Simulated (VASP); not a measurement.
Set up this calculation in VASP 6.6.1, as the native input.

```yaml
Task: relaxation of cell and atoms
Functional: PBE
Potentials_or_basis: VASP PAW PBE potentials, release 64 (Te, Mo)
Cutoff: 580 eV
k_mesh: 4 × 8 × 1
Occupations: fermi-dirac, width 0.05 eV
Spin: no spin polarisation
Further_INCAR_settings: ALGO = Fast; EDIFF = 1e-06; IBRION = 2; EDIFFG = -0.01; NSW = 40; ISIF = 3
```

The structure of Te2Mo lies in POSCAR:

```
Te2Mo
1.0
    6.3616090156      0.0000000000      0.0000000000
    0.0000000000      3.4804030600      0.0000000000
   -0.0857412231      0.0000000000     36.1758904685
Te Mo
4 2
Direct
    0.4292511000      0.7500000000      0.5407035800
    0.5707489000      0.2500000000      0.4592964200
    0.9208478700      0.2500000000      0.5565273200
    0.0791521300      0.7500000000      0.4434726800
    0.1813475600      0.2500000000      0.4974653700
    0.8186524400      0.7500000000      0.5025346300
```

One way to write it, as run:

INCAR

```
ALGO = Fast
EDIFF = 1E-6
EDIFFG = -0.01
ENCUT = 580
GGA = PE
IBRION = 2
ISIF = 3
ISMEAR = -1
LASPH = True
LCHARG = False
LREAL = False
LWAVE = False
NELM = 60
NSW = 40
PREC = Accurate
SIGMA = 0.05
```

KPOINTS

```
k-points
0
Gamma
  4 8 1
```

Potentials or basis: VASP PAW PBE potentials, release 64 (Te, Mo).

Run with:

```console
$ cat potpaw_PBE.64/Te/POTCAR potpaw_PBE.64/Mo/POTCAR > POTCAR
$ mpirun -np 1 vasp_std > vasp.out
```

Results of the run:

| Quantity | Value |
| --- | --- |
| Relaxed volume | 133.30 Å³/atom |
| Relaxed cell | a = 6.382 Å, b = 3.450 Å, c = 36.326 Å, α = 90.00°, β = 89.88°, γ = 90.00° |
| Space group after relaxing (to 0.05 Å) | P2_1/m (No. 11) |
| Energy gained by relaxing | 1.0 meV/atom |
| Ionic steps | 12 |
| Largest force after relaxing | 0.006 eV/Å |
| Band gap on the k mesh | none (metal or under the smearing width) |

Wall time 35 min on 1 thread of Intel(R) Xeon(R) Platinum 8559C (Emerald Rapids), with other jobs on the host, peak memory 1.1 GiB.
